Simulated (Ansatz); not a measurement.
# Si2W: response to uniaxial strain along c

An exercise on one series of results from a longer session: the logs are not shown, and one member is left open.

Computed with Ansatz 0.2.0 (DFT r2SCAN, scalar-relativistic, plane waves, PAW, unless a step's input says otherwise).

## The structure to begin with

The structure is tetragonal, space group I4/mmm (No. 139). The conventional cell has a = 3.211 Å, b = 3.211 Å, c = 7.805 Å, α = 90.00°, β = 90.00°, γ = 90.00°. Around Si (site symmetry 4mm) lie 5 Si at 2.58 to 2.63 Å and 5 W at 2.61 Å. W (site symmetry 4/mmm) has 10 Si at 2.61 Å in its first shell of neighbours.

Structure file:

```cif
data_structure
_symmetry_space_group_name_H-M 'P 1'
_symmetry_Int_Tables_number 1
_cell_length_a 3.2113
_cell_length_b 3.2113
_cell_length_c 7.8046
_cell_angle_alpha 90.000
_cell_angle_beta 90.000
_cell_angle_gamma 90.000
_cell_volume 80.48
loop_
_atom_site_label
_atom_site_type_symbol
_atom_site_fract_x
_atom_site_fract_y
_atom_site_fract_z
_atom_site_occupancy
Si1 Si 0.00000 0.00000 0.33482 1
Si2 Si 0.50000 0.50000 0.16518 1
Si3 Si 0.50000 0.50000 0.83482 1
Si4 Si 0.00000 0.00000 0.66518 1
W1 W 0.00000 0.00000 0.00000 1
W2 W 0.50000 0.50000 0.50000 1
```

The unstrained cell was computed beforehand with the same settings: E(σ→0) = -23352.7339 eV for 6 atoms, gap none (metal).

Set-up of the first run:

input.yaml

```yaml
crystal:
  lattice:
    - [3.2233354499, 0.0, 0.0]
    - [0.0, 3.2233354499, 0.0]
    - [0.0, 0.0, 7.6875469528]
  atoms:
    - { symbol: Si, position: [0.0, 0.0, 0.3348248949] }
    - { symbol: Si, position: [0.5, 0.5, 0.1651751051] }
    - { symbol: Si, position: [0.5, 0.5, 0.8348248949] }
    - { symbol: Si, position: [0.0, 0.0, 0.6651751051] }
    - { symbol: W, position: [0.0, 0.0, 0.0] }
    - { symbol: W, position: [0.5, 0.5, 0.5] }
basis:
  ecutwfc: 500
kpoints:
  mp_grid: { grid: [12, 12, 6] }
hamiltonian:
  xc: r2scan
scf:
  occupations: { method: gaussian, width: 0.1 }
output:
  forces: true
  stress: true
  eigenvalues: true
  write_density: true
  write_potential: true
  elf: true
  volumetric_format: npy
relax:
  adjacent_minimum: "off"
  f_tol: 0.008
  max_steps: 40
  cell: { stress_tol: 0.015, fix: [c, angles] }
```

Started as:

```
$ ansatz run input.yaml --threads 1 --pin off --max-ram 2560MiB --backend cpu --events-out ev --progress --plain --runs-dir out
```

Among the steps run: Strain -1.5 %; At +1.5 %; Strain -3.0 %; At +3.0 %; The cell strained by -4.5 %; Strain +4.5 %.

One table of the session follows, with a row left open; its other results are not shown here.

Lengths are those of the vectors of the cell that was run; stresses in GPa:

| strain (%) | ΔE (meV/atom) | a (Å) | b (Å) | c (Å) |
| --- | --- | --- | --- | --- |
| -4.5 | 53.0 | 3.238 | 3.238 | 7.453 |
| -3.0 | 22.5 | 3.229 | 3.229 | 7.570 |
| -1.5 | ? | ? | ? | ? |
| +0.0 | 0.0 | 3.211 | 3.211 | 7.805 |
| +1.5 | 4.9 | 3.203 | 3.203 | 7.922 |
| +3.0 | 18.7 | 3.195 | 3.195 | 8.039 |
| +4.5 | 40.1 | 3.187 | 3.187 | 8.156 |

Q: Estimate the row for strain (%) = -1.5 from the others.

Worked estimate for «ΔE (meV/atom)». A straight line through the neighbours (-3.0, 22.5) and (0.0, 0.0) gives 22.5 + (0.0 − 22.5) × (-1.5 + 3.0) / (0.0 + 3.0) = 11.2; a parabola fitted to 4 rows on both sides gives 5.4.

The run gave: ΔE (meV/atom): 5.4; a (Å): 3.220; b (Å): 3.220; c (Å): 7.688. In «ΔE (meV/atom)» the line misses by +5.8 and the parabola by 0.0.

ΔE is over the unstrained cell. Stress in GPa, positive in compression, on the Cartesian axes of the input. 
